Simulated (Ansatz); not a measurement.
# Sb (R-3m) in Ansatz: a series of runs

The runs below take Sb through single point, relaxation of cell and atoms, with PBE, RPBE+D3(BJ).

Program: Ansatz 0.2.0. These are calculated values, not measurements. Logs are shortened: lines on timing, memory, paths and dates and some standing lists are left out, and cuts for length are marked.

## 1. The crystal as given

It takes space group R-3m (No. 166, trigonal). The conventional cell has a = 4.308 Å, b = 4.308 Å, c = 11.274 Å, α = 90.00°, β = 90.00°, γ = 120.00°. Sb (site symmetry 3m) is surrounded by 3 Sb at 2.91 Å.

## 2. Single point, PBE

Input file input.yaml:

```yaml
crystal:
  lattice:
    - [2.1542, 1.2437279499, 3.758]
    - [-2.1542, 1.2437279499, 3.758]
    - [0.0, -2.4874558998, 3.758]
  atoms:
    - { symbol: Sb, position: [0.76651, 0.76651, 0.76651] }
    - { symbol: Sb, position: [0.23349, 0.23349, 0.23349] }
kpoints:
  mp_grid: { grid: [8, 8, 8] }
scf:
  occupations: { method: gaussian, width: 0.017 }
hamiltonian:
  xc: pbe
  pseudopotentials: { kind: all_electron, lapw: { basis_error: 0.001 } }
output:
  forces: true
  stress: true
  eigenvalues: true
```

Potentials or basis: all-electron LAPW, scalar-relativistic.

On the command line:

```sh
> ansatz run input.yaml --threads 1 --pin off --max-ram 3072MiB --backend cpu --events-out ev --progress --plain --runs-dir out
```

What it wrote:

```text
Warning: RAYON_NUM_THREADS=1 ignored (pool sized by the plan → 1); use --threads N
LAPW: plane waves up to 7.767 Å⁻¹, error target 1.0e-3 eV per atom; small_component_spin mean_spin; Sb in spheres of 1.454 Å, 23 of its electrons in bands, Dirac shells [] (how accurate: hamiltonian.pseudopotentials.lapw.basis_error, Limitations)
Engine: ansatz 0.2.0, aarch64-unknown-linux-gnu
Pseudopotentials: kind: all_electron
Pseudopotential: Sb, LAPW, valence charge 23, lapw/all_electron/scalar/gaussian/Sb, Koelling and Harmon's equation, gaussian nucleus
Functional definition: PBE
  parameter kappa = 0.804
  parameter beta = 0.06672455060314922
  exchange = pbe_x(kappa = kappa, mu = beta*pi^2/3)
  correlation = pbe_c(beta = beta)
Crystal: 2 atoms, lattice volume = 60.411 Å³
Basis set: ecut = 229.83639198486847 eV, 489 PW (Γ), exchange–correlation at level 2
Bands: 28, of which v1, the nominal top of the filled ones, is band 23 counted from 1 (22 counted from 0)
Symmetry: 12 space group operations
Space group: R-3m (ITA 166), of the structure as read, at distance tolerance 3.9e-5 Å
k-points: 65 of 512
Non-local potential: Sb, projectors of the file, none
Initial density: superposition of atomic densities (chi_scale 0.1, normalization cell)
Initial wavefunctions: plane waves of lowest kinetic energy (no species holds an atomic orbital)
Functional: x = pbe(κ = 0.804, μ = 0.2195149727645171), c = pbe(β = 0.06672455060314922)
iter 1 solved again at ethr=1.68e-4 eV; its pass at ethr=1.00e-1 eV (dr2=7.74e-2 eV) is discarded
SCF iter   1: F=—  HF=-352736.363651 eV  |F-HF|=—  |Δ(HF+E_count)|=         —  Δρ=1.24e-2  dr2=7.84e-2  ethr=1.68e-4  ⟨swp⟩=3.0  Hψ=12052  notcnv=0
preconditioner: auto → none  [insulator: Δε(μ)=0.049 eV  Ē_g=9.475 eV  σ=0.017 eV  W_gap=0.50  n_scr=14 (ndim 8)  ℏωp=15.1 eV  f_vac=0.017  D(μ)=0.79/eV (n_scr^D=0)  ε∞_Penn≈3.5]
SCF iter   2: F=—  HF=-352736.362602 eV  |F-HF|=—  |Δ(HF+E_count)|=   1.05e-3  Δρ=6.09e-3  dr2=1.90e-2  ethr=1.68e-4  ⟨swp⟩=2.0  Hψ=5670  notcnv=0
iter 3 solved again at ethr=9.63e-8 eV; its pass at ethr=4.14e-5 eV (dr2=4.43e-5 eV) is discarded
SCF iter   3: F=—  HF=-352736.364494 eV  |F-HF|=—  |Δ(HF+E_count)|=   1.89e-3  Δρ=3.41e-4  dr2=4.42e-5  ethr=9.63e-8  ⟨swp⟩=2.1  Hψ=9390  notcnv=0
SCF iter   4: F=—  HF=-352736.364123 eV  |F-HF|=—  |Δ(HF+E_count)|=         —  Δρ=9.43e-5  dr2=4.35e-6  ethr=9.62e-8  ⟨swp⟩=3.0  Hψ=5575  notcnv=0
the basis was enlarged: its passes take 70.0 KiB over the memory plan, 1 of 1 planned eigensolver slots
SCF iter   5: F=—  HF=-352736.364130 eV  |F-HF|=—  |Δ(HF+E_count)|=   6.13e-6  Δρ=2.97e-5  dr2=8.48e-7  ethr=9.46e-9  ⟨swp⟩=3.0  Hψ=5666  notcnv=0
SCF iter   6: F=—  HF=-352736.364129 eV  |F-HF|=—  |Δ(HF+E_count)|=   2.05e-7  Δρ=9.08e-6  dr2=1.12e-7  ethr=1.84e-9  ⟨swp⟩=3.0  Hψ=5542  notcnv=0
SCF iter   7: F=-352736.364129 eV  HF=-352736.364129 eV  |F-HF|=3.73e-9  |Δ(HF+E_count)|=   5.41e-9  Δρ=2.21e-6  dr2=3.47e-9  ethr=2.44e-10  ⟨swp⟩=2.7  Hψ=5410  notcnv=0
SCF 1 converged in 7 iterations: F = -352736.364129 eV  dr2 = 3.47e-9
the search or the solves at the SCF's close seem to have found levels that the self-consistency loop had missed (the run counts 1). By its estimate they hold under 1e-12 electrons; where the run keeps them, the occupations were computed again with them
SCF converged after 7 iterations
Free energy (F): -352736.364129 eV
Harris-Foulkes:  -352736.364129 eV  (|F-HF|=3.73e-9)
Internal energy: -352736.364010 eV  (E = F + TS)
E sigma→0 (E₀):  -352736.364070 eV
Entropy (-TS):   -0.000119 eV (-0.060 meV/atom)
Fermi energy:    12.827469 eV
--- Per-component energies (eV) ---
  E_band       = -1804.206355
  E_kinetic    = 371745.243988
  E_xc         = -9287.643435
  E_electrostatic = -715193.964563  (all electrons and nuclei)
  E_smearing   = -0.000119  (= −TS)
  E_closure    = 0.000000  (closes the sum)
  E_atoms      = -352728.128962  (free atoms, spherical and without spin; not in F)
  Σ components = -352736.364129   (vs F -352736.364129, Δ=0.00e0)
  Basis errors (estimates in eV, not in F): energy 4.1e-4 per atom: plane waves 3.8e-4 (2.1e-4 summed), levels above the bands 0.0e0, relativity 9.5e-9, radial functions 3.8e-5, core shells 4.3e-9; eigenvalues (radial functions only) 2.6e-7; not estimated: angular momenta, meshes, grids; target (lapw.basis_error) 1.0e-3; muffin-tin radii Sb 1.454 Å
--- Forces (eV/Å), atoms counted from 1 ---
  atom   1  Sb     0.00000000    -0.00000000    -0.14090049
  atom   2  Sb    -0.00000000     0.00000000     0.14090049
  max |Σ_I F_I| component: 4.63e-18 eV/Å
--- Stress (GPa, compression-positive) ---
        2.945878       0.000000       0.000000
        0.000000       2.945878       0.000000
        0.000000      -0.000000       2.236553
  P = ⅓ Tr σ = 2.7094 GPa (27.094 kbar)
--- Band table (eV; the first three rows and the last of 65) ---
  k-point 0: bands = ["-131.8127", "-131.8121", "-84.7897", "-84.7897", "-84.7854", "-84.7854", "-84.7721", "-84.7690", "-16.7385", "-16.7385", "-16.6504", "-16.6504", "-16.6268", "-16.5373", "-16.5373", "-16.5323", "-16.4564", "-16.4564", "0.0025", "7.9091", "10.6551", "10.9270", "10.9270", "14.8123", "15.4247", "15.4247", "17.8681", "17.8681"]
  k-point 1: bands = ["-131.8127", "-131.8121", "-84.7897", "-84.7896", "-84.7856", "-84.7854", "-84.7720", "-84.7691", "-16.7323", "-16.7296", "-16.6475", "-16.6453", "-16.6230", "-16.5414", "-16.5402", "-16.5360", "-16.4653", "-16.4630", "0.1751", "7.1844", "10.6967", "10.8870", "11.1961", "14.7003", "14.9855", "15.0233", "17.3225", "17.7682"]
  k-point 2: bands = ["-131.8126", "-131.8121", "-84.7897", "-84.7892", "-84.7861", "-84.7855", "-84.7716", "-84.7693", "-16.7159", "-16.7044", "-16.6401", "-16.6311", "-16.6116", "-16.5531", "-16.5530", "-16.5426", "-16.4894", "-16.4804", "0.6878", "5.7272", "10.7161", "10.8174", "11.6419", "13.9850", "14.1012", "14.1827", "17.6741", "18.2970"]
  k-point 64: bands = ["-131.8127", "-131.8121", "-84.7894", "-84.7894", "-84.7857", "-84.7857", "-84.7717", "-84.7695", "-16.6897", "-16.6897", "-16.6323", "-16.6323", "-16.6068", "-16.5505", "-16.5505", "-16.5503", "-16.5096", "-16.5096", "1.5444", "3.7290", "11.4125", "11.4125", "12.2727", "12.8543", "12.8543", "13.8283", "19.7540", "21.6480"]
```

Wall time 17 s (1 thread of Arm Neoverse V1, shared host); peak memory 0.36 GiB.

Results:

```
Free energy            : -352736.3641 eV
Pressure               : 2.7 GPa
Largest force          : 0.141 eV/Å
Band gap on the k mesh : none (metal or under the smearing width)
```

Forces on the atoms (eV/Å):
```
Sb   0.000  0.000 -0.141
Sb   0.000  0.000  0.141
```

The run has no spin-orbit coupling, so splittings on Sb are missing.

## 3. Single point, PBE

Edit input.yaml of step 2 so:

```diff
@@ -11,3 +11,3 @@
 scf:
-  occupations: { method: gaussian, width: 0.017 }
+  occupations: { method: gaussian, width: 0.018 }
 hamiltonian:
```

Potentials or basis: all-electron LAPW, scalar-relativistic.

On the command line:

```sh
> ansatz run input.yaml --threads 1 --pin off --max-ram 3072MiB --backend cpu --events-out ev --progress --plain --runs-dir out
```

It took 17 s on 1 thread of Arm Neoverse V1, shared host; peak memory 0.36 GiB.

The run converged. Its results:

| Item | Value |
| --- | --- |
| Free energy | -352736.3641 eV |
| Pressure | 2.7 GPa |
| Largest force | 0.141 eV/Å |
| Band gap on the k mesh | none (metal or under the smearing width) |

Forces in eV/Å, atoms in the order of the input:
```
Sb   0.000  0.000 -0.141
Sb   0.000  0.000  0.141
```

Stress tensor (GPa, compression positive):
```
2.95 0.00 0.00
0.00 2.95 0.00
0.00 0.00 2.24
```

Levels at points of the mesh, in eV from the Fermi level:
| k point | band 20 | band 21 | band 22 | band 23 | band 24 | band 25 | band 26 | band 27 |
| --- | --- | --- | --- | --- | --- | --- | --- | --- |
| (0.00, 0.00, 0.00) | -4.92 | -2.17 | -1.90 | -1.90 | 1.98 | 2.60 | 2.60 | 5.04 |
| (0.00, 0.00, -0.50) | -9.74 | -2.04 | -1.93 | -0.41 | -0.30 | 0.09 | 0.39 | 7.50 |
| (0.00, -0.50, -0.50) | -8.09 | -5.54 | -3.86 | -3.76 | 1.44 | 4.83 | 5.41 | 6.84 |
| (-0.50, -0.50, -0.50) | -9.10 | -1.41 | -1.41 | -0.55 | 0.03 | 0.03 | 1.00 | 6.93 |

The run has no spin-orbit coupling, so splittings on Sb are missing.

[end of part 1 of 2]
